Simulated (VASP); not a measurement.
# Ta (Im-3m) in VASP: further runs

Runs on Ta. Level: PBEsol. Tasks: relaxation of cell and atoms, vibrations by finite differences.

Program: VASP 6.6.1. These are calculated values, not measurements. Logs are shortened: lines on timing, memory, paths and dates and some standing lists are left out, and cuts for length are marked.

### Step 1. Starting point

Symmetry: Im-3m, No. 229, cubic system. The conventional cell has a = 3.303 Å, b = 3.303 Å, c = 3.303 Å, α = 90.00°, β = 90.00°, γ = 90.00°. Around Ta (site symmetry m-3m) lie 8 Ta at 2.86 Å.

### Step 2. Relaxation of cell and atoms, PBEsol

The input, INCAR:

```
ALGO     = Fast           # electronic algorithm
EDIFF    = 1E-7           # SCF threshold, eV
EDIFFG   = -0.002         # ionic threshold
ENCUT    = 520            # plane-wave cutoff, eV
GGA      = PS             # functional
IBRION   = 2              # ionic algorithm
ISIF     = 3              # what is computed and relaxed
ISMEAR   = 0              # smearing method
LASPH    = T              # aspherical terms in the spheres
LCHARG   = F              # write CHGCAR
LREAL    = F              # projectors in reciprocal space
LWAVE    = F              # write WAVECAR
NELM     = 60             # most SCF steps
NSW      = 80             # ionic steps
PREC     = Accurate       # precision mode
SIGMA    = 0.1            # smearing width, eV
```

The input, KPOINTS:

```
k-points
0
Gamma
  18 18 18
```

The input, POSCAR:

```
Ta
1.0
   -1.6512800000      1.6512800000      1.6512800000
    1.6512800000     -1.6512800000      1.6512800000
    1.6512800000      1.6512800000     -1.6512800000
Ta
1
Direct
    0.0000000000      0.0000000000      0.0000000000
```

Potentials or basis: VASP PAW PBE potentials, release 64 (Ta_pv).

Launch:

```bash
> cat potpaw_PBE.64/Ta_pv/POTCAR > POTCAR
> mpirun -np 1 vasp_std > vasp.out
```

OUTCAR:

```text
EDIFF = 1E-7
   EDIFFG = -0.002
   ENCUT = 520
   GGA = PS
   IBRION = 2
   ISIF = 3
   ISMEAR = 0
   LASPH = T
   LREAL = F
   NELM = 60
   NSW = 80
   PREC = Accurate

 ion  position               nearest neighbor table
   1  0.000  0.000  0.000-

  LATTYP: Found a body centered cubic cell.
 ALAT       =     3.3025600000

  Lattice vectors:

 A1 = (  -1.6512800000,   1.6512800000,   1.6512800000)
 A2 = (   1.6512800000,  -1.6512800000,   1.6512800000)
 A3 = (   1.6512800000,   1.6512800000,  -1.6512800000)

Analysis of symmetry for initial positions (statically):
=====================================================================
 Subroutine PRICEL returns:
 Original cell was already a primitive cell.

 Routine SETGRP: Setting up the symmetry group for a
 body centered cubic supercell.

 Subroutine GETGRP returns: Found 48 space group operations
 (whereof 48 operations were pure point group operations)
 out of a pool of 48 trial point group operations.

The static configuration has the point symmetry O_h .

Analysis of symmetry for dynamics (positions and initial velocities):
=====================================================================
 Subroutine PRICEL returns:
 Original cell was already a primitive cell.

 Routine SETGRP: Setting up the symmetry group for a
 body centered cubic supercell.

 Subroutine GETGRP returns: Found 48 space group operations
 (whereof 48 operations were pure point group operations)
 out of a pool of 48 trial point group operations.

The dynamic configuration has the point symmetry O_h .

 Subroutine INISYM returns: Found 48 space group operations
 (whereof 48 operations are pure point group operations),
 and found     1 'primitive' translations

----------------------------------------------------------------------------------------

                                     Primitive cell

  volume of cell :      18.0104

  direct lattice vectors                    reciprocal lattice vectors
    -1.651280000  1.651280000  1.651280000     0.000000000  0.302795407  0.302795407
     1.651280000 -1.651280000  1.651280000     0.302795407  0.000000000  0.302795407
     1.651280000  1.651280000 -1.651280000     0.302795407  0.302795407  0.000000000

  length of vectors
     2.860100858  2.860100858  2.860100858     0.428217371  0.428217371  0.428217371

  position of ions in fractional coordinates (direct lattice)
     0.000000000  0.000000000  0.000000000

  ion indices of the primitive-cell ions
   primitive index   ion index
                 1           1

----------------------------------------------------------------------------------------

 KPOINTS: k-points

Automatic generation of k-mesh.
 Grid dimensions read from file:
 generate k-points for:   18   18   18

 Generating k-lattice:

  Cartesian coordinates                     Fractional coordinates (reciprocal lattice)
     0.000000000  0.016821967  0.016821967     0.055555556  0.000000000  0.000000000
     0.016821967  0.000000000  0.016821967     0.000000000  0.055555556  0.000000000
     0.016821967  0.016821967  0.000000000     0.000000000  0.000000000  0.055555556

  Length of vectors
     0.023789854  0.023789854  0.023789854

  Shift w.r.t. Gamma in fractional coordinates (k-lattice)
     0.000000000  0.000000000  0.000000000

 Subroutine IBZKPT returns following result:
 ===========================================

 Found    195 irreducible k-points:

 Following reciprocal coordinates:
            Coordinates               Weight
  0.000000  0.000000  0.000000      1.000000
  0.055556  0.000000  0.000000     12.000000
  0.111111  0.000000  0.000000     12.000000
  0.166667  0.000000  0.000000     12.000000
  0.222222  0.000000  0.000000     12.000000
  0.277778  0.000000  0.000000     12.000000
[... 16 lines left out ...]
  0.333333  0.111111  0.000000     48.000000
  0.388889  0.111111  0.000000     48.000000
 [... further k-points ...]
   k-points           NKPTS =    195   k-points in BZ     NKDIM =    195   number of bands    NBANDS=      9
   number of dos      NEDOS =    301   number of ions     NIONS =      1
   total plane-waves  NPLWV =  13824
   dimension x,y,z NGX =    24 NGY =   24 NGZ =   24
   dimension x,y,z NGXF=    48 NGYF=   48 NGZF=   48
   ions per type =               1
   NGX,Y,Z   is equivalent  to a cutoff of  13.95, 13.95, 13.95 a.u.
   NGXF,Y,Z  is equivalent  to a cutoff of  27.90, 27.90, 27.90 a.u.
 SYSTEM =  unknown system
   PREC   = accura    normal or accurate (medium, high low for compatibility)
   ISTART =      0    job   : 0-new  1-cont  2-samecut
   ICHARG =      2    charge: 1-file 2-atom 10-const
   ISPIN  =      1    spin polarized calculation?
   LNONCOLLINEAR =      F non collinear calculations
   LSORBIT =      F    spin-orbit coupling
   LASPH  =      T    aspherical Exc in radial PAW
   ENCUT  =  520.0 eV  38.22 Ry    6.18 a.u.   5.32  5.32  5.32*2*pi/ulx,y,z
   NELM   =     60;   NELMIN=  2; NELMDL= -5     # of ELM steps
   EDIFF  = 0.1E-06   stopping-criterion for ELM
   LREAL  =      F    real-space projection
   EDIFFG = -.2E-02   stopping-criterion for IOM
   NSW    =     80    number of steps for IOM
   IBRION =      2    ionic relax: 0-MD 1-quasi-New 2-CG
   NFREE  =      1    steps in history (QN), initial steepest desc. (CG)
   ISIF   =      3    stress and relaxation
   ISYM   =      2    0-nonsym 1-usesym 2-fastsym
   POTIM  = 0.5000    time-step for ionic-motion
   TEBEG  =    0.0;   TEEND  =   0.0 temperature during run
   PSTRESS=    0.0 pullay stress
   NELECT =      11.0000    total number of electrons
   NUPDOWN=      -1.0000    fix difference up-down
   EMIN   =  10.00;   EMAX   =-10.00  energy-range for DOS
   EFERMI =   0.00;   METHOD = LEGACY
   ISMEAR =     0;   SIGMA  =   0.10  broadening in eV -4-tet -1-fermi 0-gaus
   EFERMI_NEDOS =   21; number of points for ismear=-14 and -15
   IALGO  =     68    algorithm
   IMIX   =      4    mixing-type and parameters
     AMIX     =   0.40;   BMIX     =  1.00
     AMIX_MAG =   1.60;   BMIX_MAG =  1.00
  volume/ion in A,a.u.               =      18.01       121.54
  Fermi-wavevector in a.u.,A,eV,Ry     =   1.388988  2.624806 26.249534  1.929286
  Thomas-Fermi vector in A             =   2.513061
   LORBIT       =      0    0 simple, 1 ext, 2 COOP (PROOUT), +10 PAW based schemes
   GGA     = PS    functional components
   LHFCALC =     F    Hartree Fock is set to
   AEXX    =    0.0000 exact exchange contribution
   IVDW    =     0    specifies the selected vdW correction
   LEPSILON=     F    determine dielectric tensor
   LRPA    =     F    only Hartree local field effects (RPA)
 conjugate gradient relaxation of ions
 non-spin polarized calculation
 RMM-DIIS sequential band-by-band and
 Gauss-broadening in eV      SIGMA  =   0.10
  energy-cutoff  :      520.00
  volume of cell :       18.01
 maximum number of plane-waves:       498
 NGX is ok and might be reduce to    24
   NGX = 11   NGY = 11   NGZ = 11

--------------------------------------- Ionic step        1  -------------------------------------------

 number of electron      11.0000002 magnetization

 Free energy of the ion-electron system (eV)
  ---------------------------------------------------
  ext. energy  EPLUGINS =         0.00000000
  ---------------------------------------------------
  free energy    TOTEN  =       -12.55132528 eV

  energy without entropy =      -12.54524878  energy(sigma->0) =      -12.54828703

------------------------ aborting loop because EDIFF is reached ----------------------------------------

  FORCE on cell =-STRESS in cart. coord.  units (eV):
  Direction    XX          YY          ZZ          XY          YZ          ZX
  --------------------------------------------------------------------------------------
  -------------------------------------------------------------------------------------
  Total       -0.4337125     -0.4337125     -0.4337125      0.0000000     -0.0000000     -0.0000000
  in kB      -38.5824995    -38.5824995    -38.5824995      0.0000000     -0.0000000     -0.0000000
  external PRESSURE =     -38.5824995 kB  Pullay stress =       0.0000000 kB
[... 160 lines left out ...]
  energy  without entropy=      -12.5495581233  energy(sigma->0) =      -12.55253602

--------------------------------------- Ionic step        6  -------------------------------------------

 number of electron      11.0000002 magnetization

 Free energy of the ion-electron system (eV)
  ---------------------------------------------------
  ext. energy  EPLUGINS =         0.00000000
  ---------------------------------------------------
  free energy    TOTEN  =       -12.55551519 eV

  energy without entropy =      -12.54956268  energy(sigma->0) =      -12.55253894

 E-fermi :   5.4860     XC(G=0): -12.8272

 val. band max:        5.4857194546   @ k =  -0.2778   0.3889   0.1111
 cond. band min:       5.4896659917   @ k =  -0.1667   0.2222   0.0556
 fundamental gap:      0.0039465371
 Fermi energy:         5.4859967829

 k-point     1 :       0.0000    0.0000    0.0000
  band No.  band energies     occupation
      1     -27.4681      2.00000
      2     -27.4681      2.00000
      3     -27.4681      2.00000
      4      -2.5261      2.00000
      5       6.1984      0.00000
      6       6.1984      0.00000
      7       6.1984      0.00000
      8       9.5375      0.00000
      9       9.5375      0.00000
[... 265 lines left out ...]
 k-point    24 :       0.3889    0.1111    0.0000
  band No.  band energies     occupation
      1     -28.6483      2.00000
      2     -27.9079      2.00000
      3     -27.5320      2.00000
      4       1.4092      2.00000
      5       3.9943      2.00000
      6       6.2032      0.00000
      7       9.2945      0.00000
      8      10.6280      0.00000
      9      13.5748      0.00000

 [... further k-points ...]
[... 5 lines left out ...]
  --------------------------------------------------------------------------------------
  -------------------------------------------------------------------------------------
  Total        0.0013300      0.0013300      0.0013300      0.0000000      0.0000000      0.0000000
  in kB        0.1206180      0.1206180      0.1206180      0.0000000      0.0000000      0.0000000
  external PRESSURE =       0.1206180 kB  Pullay stress =       0.0000000 kB
[... 16 lines left out ...]
  FREE ENERGIE OF THE ION-ELECTRON SYSTEM (eV)
  ---------------------------------------------------
  free  energy   TOTEN  =       -12.5555151877 eV

  energy  without entropy=      -12.5495626846  energy(sigma->0) =      -12.55253894

 reached required accuracy - stopping structural energy minimisation
```

Wall time 74 s (1 thread of Intel Xeon Platinum 8259CL at 2.50GHz (Skylake/Cascade Lake), shared host); peak memory 0.18 GiB.

Results:

* Free energy: -12.5555 eV
* Relaxed volume: 17.67 Å³/atom
* Relaxed cell: a = 2.842 Å, b = 2.842 Å, c = 2.842 Å, α = 109.47°, β = 109.47°, γ = 109.47°
* Space group after relaxing (to 0.05 Å): Im-3m (No. 229)
* Energy gained by relaxing: 4.2 meV/atom
* Ionic steps: 6
* Pressure after relaxing: 0.0 GPa
* Band gap on the k mesh: none (metal or under the smearing width)

The path:
| step | energy change (eV) | largest force (eV/Å) | pressure (GPa) | volume (Å³) |
| --- | --- | --- | --- | --- |
| 1 | 0.0000 | 0.0000 | -3.86 | 18.01 |
| 2 | 0.0189 | 0.0000 | 10.11 | 16.90 |
| 3 | -0.0042 | 0.0000 | -0.05 | 17.67 |
| 4 | -0.0042 | 0.0000 | 0.03 | 17.67 |
| 5 | -0.0042 | 0.0000 | -0.04 | 17.67 |
| 6 | -0.0042 | 0.0000 | 0.01 | 17.67 |

Final structure:
```
Ta
1.0
    -1.64072    1.64072    1.64072
     1.64072   -1.64072    1.64072
     1.64072    1.64072   -1.64072
Ta
1
Direct
  0.00000 0.00000 0.00000
```

Caveat: the PAW data sets were made with another functional, which shifts forces and pressure a little.

### Step 3. Relaxation of cell and atoms, PBEsol

This run uses another cell than the first one, of 17.67 Å³/atom, 0.981 times its volume.

INCAR is that of step 2.

KPOINTS is that of step 2.

The input, POSCAR:

```
Ta                                      
1.0
   -1.6407153660      1.6407153660      1.6407153660
    1.6407153660     -1.6407153660      1.6407153660
    1.6407153660      1.6407153660     -1.6407153660
  Ta            
     1
Direct
     1.0000000000000000    1.0000000000000000    1.0000000000000000
```

Potentials or basis: VASP PAW PBE potentials, release 64 (Ta_pv).

Launch:

```bash
> cat potpaw_PBE.64/Ta_pv/POTCAR > POTCAR
> mpirun -np 1 vasp_std > vasp.out
```

Run time: 22 s. Hardware: 1 thread of Intel Xeon Platinum 8259CL at 2.50GHz (Skylake/Cascade Lake), shared host; peak memory 0.16 GiB.

The run converged. Its results:

```
Free energy             : -12.5554 eV
Pressure after relaxing : 0.0 GPa
Band gap on the k mesh  : none (metal or under the smearing width)
```

Final structure:
```xyz
1
Lattice="-1.6407 1.6407 1.6407 1.6407 -1.6407 1.6407 1.6407 1.6407 -1.6407" Properties=species:S:1:pos:R:3 pbc="T T T"
Ta    0.0000    0.0000    0.0000
```

Levels at points of the mesh, in eV from the Fermi level:
```csv
k point,band 3,band 4,band 5,band 6,band 7,band 8
"(0.00, 0.00, 0.00)",-32.95,-8.01,0.71,0.71,0.71,4.05
"(0.50, 0.00, 0.00)",-32.96,-4.49,-1.62,1.69,3.94,5.00
"(0.50, 0.50, 0.50)",-33.83,-3.94,-3.94,7.00,7.00,7.00
```

Caveat: the relaxation stopped at its first step, so nothing moved; the PAW data sets were made with another functional, which shifts forces and pressure a little.

(Continued in part 2 of 2.)
